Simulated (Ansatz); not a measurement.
# SiC (Moissanite 3C) (F-43m) in Ansatz: further runs

The runs below take SiC (Moissanite 3C) through relaxation of cell and atoms, with PBEsol.

All numbers are computed with Ansatz 0.2.0; they aren't measurements. Logs are shortened: lines on timing, memory, paths and dates and some standing lists are left out, and cuts for length are marked.

### 1 The structure

The structure is cubic, space group F-43m (No. 216). The conventional cell has a = 4.358 Å, b = 4.358 Å, c = 4.358 Å, α = 90.00°, β = 90.00°, γ = 90.00°. Si (site symmetry -43m) is surrounded by 4 C at 1.89 Å. Around C (site symmetry -43m) lie 4 Si at 1.89 Å.

### 2 Relaxation of cell and atoms, PBEsol, target pressure 10 GPa, at which the enthalpy is minimised

input.yaml reads:

```yaml
crystal:
  lattice:
    - [0.0, 2.179, 2.179]
    - [2.179, 0.0, 2.179]
    - [2.179, 2.179, 0.0]
  atoms:
    - { symbol: Si, position: [0.0, 0.0, 0.0] }
    - { symbol: C, position: [0.75, 0.75, 0.75] }
kpoints:
  mp_grid: { grid: [10, 10, 10] }
scf:
  occupations: { method: fermi_dirac, width: 0.05 }
hamiltonian:
  xc: pbesol
  pseudopotentials: { kind: all_electron, lapw: { basis_error: 0.001 } }
output:
  forces: true
  stress: true
relax:
  f_tol: 0.02
  max_steps: 60
  cell: { p_target: 10 }
```

Potentials or basis: all-electron LAPW, scalar-relativistic.

Started as:

```
$ ansatz run input.yaml --threads 1 --pin off --max-ram 3072MiB --backend cpu --events-out ev --progress --plain --runs-dir out
```

Output:

```text
Warning: RAYON_NUM_THREADS=1 ignored (pool sized by the plan → 1); use --threads N
The last accepted step is kept in <dir> (removed where the run ends without a failure and the disk answers)
LAPW: plane waves up to 9.895 Å⁻¹, error target 1.0e-3 eV per atom; small_component_spin mean_spin; C in spheres of 0.853 Å, 6 of its electrons in bands, Dirac shells []; Si in spheres of 0.977 Å, 12 of its electrons in bands, Dirac shells [] (how accurate: hamiltonian.pseudopotentials.lapw.basis_error, Limitations)
Engine: ansatz 0.2.0, aarch64-unknown-linux-gnu
Pseudopotentials: kind: all_electron
Pseudopotential: Si, LAPW, valence charge 12, lapw/all_electron/scalar/gaussian/Si, Koelling and Harmon's equation, gaussian nucleus
Pseudopotential: C, LAPW, valence charge 6, lapw/all_electron/scalar/gaussian/C, Koelling and Harmon's equation, gaussian nucleus
Functional definition: PBEsol
  exchange = pbesol_x
  correlation = pbesol_c
Crystal: 2 atoms, lattice volume = 20.692 Å³
Basis set: ecut = 373.0521188025618 eV, 331 PW (Γ), exchange–correlation at level 2
Bands: 13, of which v1, the nominal top of the filled ones, is band 9 counted from 1 (8 counted from 0)
Symmetry: 24 space group operations
Space group: F-43m (ITA 216), of the structure as read, at distance tolerance 2.7e-5 Å
k-points: 47 of 1000 (time reversal used)
Non-local potential: Si, projectors of the file, none
Non-local potential: C, projectors of the file, none
Initial density: superposition of atomic densities (chi_scale 0.1, normalization cell, long waves kept (reshape's long-wave potential 0.00 eV rms))
Initial wavefunctions: plane waves of lowest kinetic energy (no species holds an atomic orbital)
Functional: x = pbesol(κ = 0.804, μ = 0.12345679012345678), c = pbesol(β = 0.046)
iter 1 solved again at ethr=2.71e-2 eV; its pass at ethr=1.00e-1 eV (dr2=4.89e0 eV) is discarded
SCF iter   1: F=—  HF=-8912.951002 eV  |F-HF|=—  |Δ(HF+E_count)|=         —  Δρ=1.41e-1  dr2=4.89e0  ethr=2.71e-2  ⟨swp⟩=2.0  Hψ=4253  notcnv=0
preconditioner: auto → none  [insulator: Δε(μ)=3.419 eV  Ē_g=14.778 eV  σ=0.050 eV  W_gap=1.00  n_scr=8 (ndim 8)  ℏωp=23.1 eV  f_vac=0.000  D(μ)=0.00/eV (n_scr^D=0)  ε∞_Penn≈3.4]
iter 2 solved again at ethr=1.12e-3 eV; its pass at ethr=2.71e-2 eV (dr2=2.01e-1 eV) is discarded
SCF iter   2: F=—  HF=-8911.218167 eV  |F-HF|=—  |Δ(HF+E_count)|=    1.73e0  Δρ=3.87e-2  dr2=2.01e-1  ethr=1.12e-3  ⟨swp⟩=2.0  Hψ=3252  notcnv=0
SCF iter   3: F=—  HF=-8911.111616 eV  |F-HF|=—  |Δ(HF+E_count)|=         —  Δρ=1.65e-2  dr2=3.27e-2  ethr=1.12e-3  ⟨swp⟩=3.0  Hψ=1857  notcnv=0
the basis was enlarged: its passes take 110.0 KiB over the memory plan, 1 of 1 planned eigensolver slots
SCF iter   4: F=—  HF=-8911.104267 eV  |F-HF|=—  |Δ(HF+E_count)|=   7.35e-3  Δρ=9.95e-4  dr2=1.35e-4  ethr=1.82e-4  ⟨swp⟩=2.0  Hψ=1645  notcnv=0
SCF iter   5: F=—  HF=-8911.104270 eV  |F-HF|=—  |Δ(HF+E_count)|=   3.55e-6  Δρ=1.64e-4  dr2=2.82e-6  ethr=7.48e-7  ⟨swp⟩=3.0  Hψ=1624  notcnv=0
[... 32 lines left out ...]
iter 1 solved again at ethr=9.36e-9 eV; its pass at ethr=1.00e-1 eV (dr2=1.68e-6 eV) is discarded
SCF iter   1: F=—  HF=-8911.078807 eV  |F-HF|=—  |Δ(HF+E_count)|=         —  Δρ=1.08e-4  dr2=2.67e-6  ethr=9.36e-9  ⟨swp⟩=4.1  Hψ=3019  notcnv=0
preconditioner: auto → none  [insulator: Δε(μ)=1.204 eV  Ē_g=14.375 eV  σ=0.050 eV  W_gap=1.00  n_scr=8 (ndim 8)  ℏωp=23.6 eV  f_vac=0.000  D(μ)=0.00/eV (n_scr^D=0)  ε∞_Penn≈3.7]
iter 2 solved again at ethr=6.57e-10 eV; its pass at ethr=9.36e-9 eV (dr2=1.18e-7 eV) is discarded
SCF iter   2: F=—  HF=-8911.078806 eV  |F-HF|=—  |Δ(HF+E_count)|=   1.12e-6  Δρ=2.35e-5  dr2=1.19e-7  ethr=6.57e-10  ⟨swp⟩=2.0  Hψ=2851  notcnv=0
SCF iter   3: F=-8911.078806 eV  HF=-8911.078806 eV  |F-HF|=2.37e-9  |Δ(HF+E_count)|=   4.37e-8  Δρ=8.64e-6  dr2=1.46e-8  ethr=6.57e-10  ⟨swp⟩=2.7  Hψ=1513  notcnv=0
SCF 4 converged in 3 iterations: F = -8911.078806 eV  dr2 = 1.46e-8
relax step   4: F+E_penalty+E_count = -8911.07880626 eV  Δ(F+E_penalty+E_count) = -1.374e-3 eV  max|allowed force component| = 1.434e-16 eV/Å  Δτ_max = 0.0000 Å  P = +10.003 GPa  Ω = 19.826 Å³  (3 SCF iters, accepted)
iter 1 solved again at ethr=8.13e-11 eV; its pass at ethr=1.00e-1 eV (dr2=1.46e-8 eV) is discarded
SCF iter   1: F=—  HF=-8911.078807 eV  |F-HF|=—  |Δ(HF+E_count)|=         —  Δρ=8.65e-6  dr2=1.46e-8  ethr=8.13e-11  ⟨swp⟩=3.6  Hψ=2916  notcnv=0
preconditioner: auto → none  [insulator: Δε(μ)=1.205 eV  Ē_g=14.376 eV  σ=0.050 eV  W_gap=1.00  n_scr=8 (ndim 8)  ℏωp=23.6 eV  f_vac=0.000  D(μ)=0.00/eV (n_scr^D=0)  ε∞_Penn≈3.7]
SCF iter   2: F=-8911.078807 eV  HF=-8911.078807 eV  |F-HF|=6.95e-10  |Δ(HF+E_count)|=   7.08e-9  Δρ=4.13e-6  dr2=2.68e-9  ethr=8.12e-11  ⟨swp⟩=2.0  Hψ=1457  notcnv=0
SCF 5 converged in 2 iterations: F = -8911.078807 eV  dr2 = 2.68e-9
relax step   5: F+E_penalty+E_count = -8911.07880684 eV  Δ(F+E_penalty+E_count) = -5.814e-7 eV  max|allowed force component| = 1.342e-16 eV/Å  Δτ_max = 0.0000 Å  P = +10.002 GPa  Ω = 19.826 Å³  stress off target by 1.78e-3 GPa  SCF on the basis re-selected at this cell (its energy is not comparable with the rows above)  (2 SCF iters)
basis re-selected at this cell: Δ(F+E_penalty+E_count) = -5.814e-7 eV, ΔP = -0.001 GPa vs the last step (what re-selecting the basis moved, after the strain that the cell walked since its last selection, with what the two solves' SCF thresholds leave and, on support functions, any second-order correction that the steps lacked; it is no measure of the basis error at this ecutwfc). This SCF's stress stands 1.78e-3 GPa from its target on what of the cell is left free (relax.cell.stress_tol is 5.00e-2 GPa) and its largest allowed force component is 1.34e-16 eV/Å (relax.f_tol is 2.00e-2 eV/Å): within both
SCF converged after 2 iterations
Free energy (F): -8911.078807 eV
Harris-Foulkes:  -8911.078807 eV  (|F-HF|=6.95e-10)
Internal energy: -8911.078807 eV  (E = F + TS)
E sigma→0 (E₀):  -8911.078807 eV
Entropy (-TS):   -0.000000 eV (-0.000 meV/atom)
Fermi energy:    11.924071 eV
--- Per-component energies (eV) ---
  E_band       = -1167.172071
  E_kinetic    = 8930.519012
  E_xc         = -699.142185
  E_electrostatic = -17142.455633  (all electrons and nuclei)
  E_smearing   = -0.000000  (= −TS)
  E_closure    = 0.000000  (closes the sum)
  E_atoms      = -8895.178231  (free atoms, spherical and without spin; not in F)
  Σ components = -8911.078807   (vs F -8911.078807, Δ=0.00e0)
  Basis errors (estimates in eV, not in F): energy 5.6e-4 per atom: plane waves 5.1e-4 (3.2e-4 summed), levels above the bands 6.1e-63, relativity 1.7e-8, radial functions 5.2e-5, core shells 1.7e-12; eigenvalues (radial functions only) 2.7e-6; not estimated: angular momenta, meshes, grids; target (lapw.basis_error) 1.0e-3; muffin-tin radii C 0.841 Å, Si 0.963 Å
--- Forces (eV/Å), atoms counted from 1 ---
  atom   1  Si    -0.00000000     0.00000000     0.00000000
  atom   2  C      0.00000000    -0.00000000    -0.00000000
  max |Σ_I F_I| component: 9.25e-18 eV/Å
--- Stress (GPa, compression-positive) ---
       10.001780       0.000000       0.000000
        0.000000      10.001780      -0.000000
        0.000000      -0.000000      10.001780
  P = ⅓ Tr σ = 10.0018 GPa (100.018 kbar)
--- Relaxed structure (4 steps of the walk, 4 accepted, 1 SCFs on fresh bases) ---
  F+E_penalty+E_count = -8911.07880684 eV   max|allowed force component| = 1.342e-16 eV/Å   (the final SCF, on the basis selected at the relaxed cell)
  cell:  # Å, volume = 19.8258 Å³
    - [3.948911269864364e-34, 2.1481603519479653, 2.1481603519479653]
    - [2.1481603519479653, -3.340653379953498e-33, 2.1481603519479653]
    - [2.1481603519479653, 2.1481603519479653, -1.359827503711961e-33]
  atoms:
    - { symbol: Si, position: [-9.575145050112462e-35, 6.628946573154781e-35, 5.155847334675941e-35] }
    - { symbol: C, position: [0.7499999999999999, 0.7499999999999999, 0.7499999999999999] }
```

It took 19 s on 1 thread of Arm Neoverse V2, shared host; peak memory 0.25 GiB.

Results:

```yaml
Free_energy: -8911.0788 eV
Relaxed_volume: 9.91 Å³/atom
Relaxed_cell: a = 3.038 Å, b = 3.038 Å, c = 3.038 Å, α = 60.00°, β = 60.00°, γ = 60.00°
Space_group_after_relaxing_to_0.05_Å: F-43m (No. 216)
Energy_change_on_relaxing_the_enthalpy_is_what_falls: +12.7 meV/atom
Ionic_steps: 5
Pressure_after_relaxing: 10.0 GPa
Band_gap_on_the_k_mesh: 1.21 eV
```

The path:
```
step  energy change (eV)  largest force (eV/Å)  volume (Å³)
   1              0.0000                0.0000        20.69
   2              0.0080                0.0000        20.19
   3              0.0268                0.0000        19.80
   4              0.0255                0.0000        19.83
   5              0.0255                0.0000        19.83
```

Final structure:
```
Si C
1.0
     0.00000    2.14816    2.14816
     2.14816    0.00000    2.14816
     2.14816    2.14816    0.00000
Si C
1 1
Cartesian
  0.0000 0.0000 0.0000
  3.2222 3.2222 3.2222
```

(Part 1 of 2 ends here.)
